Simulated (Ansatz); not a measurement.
# HfC in Ansatz: the effect of Hubbard term

HfC:

```
CELL_PARAMETERS angstrom
0.00000 2.32500 2.32500
2.32500 0.00000 2.32500
2.32500 2.32500 0.00000
ATOMIC_POSITIONS crystal
Hf 0.50000 0.50000 0.50000
C 0.00000 0.00000 0.00000
```

Alike in all runs:

- Program: Ansatz 0.2.0
- Task: projected density of states
- Functional: PBEsol
- Potentials or basis: Ansatz PAW
- Cutoff: 420 eV (not typed: the program's choice for these potentials)
- k mesh: 10 × 10 × 10
- Occupations: fermi-dirac, width 0.05 eV
- Spin: no spin polarisation
- Hubbard projectors: ortho-atomic (the default)
- Double counting: fll (the default)

| Hubbard term | pressure (GPa) |
| --- | --- |
| none | -6.5 |
| Hf d U = 1 eV | -5.0 |
| Hf d U = 2 eV | -3.3 |
| Hf d U = 3 eV | -1.5 |
| Hf d U = 4 eV | 0.4 |
| Hf d U = 5 eV | 2.4 |
| Hf d U = 6 eV | 4.6 |
| Hf d U = 8 eV | ? |

Task: What does the run with Hubbard term Hf d U = 8 eV give?

Result: Pressure 9.8 GPa.

Worked out: A parabola through the other rows of the pressure, of slope 2.47 GPa per eV there, extrapolates to 9.3 GPa, against the run's 9.8.

Caveats: the PAW data sets come from PBE, with cores solved anew for the run's functional, which leaves a small shift of forces and pressure; U without spin polarisation on a metal has little footing (some runs); the U is typed as a test and isn't derived for this compound (some runs).
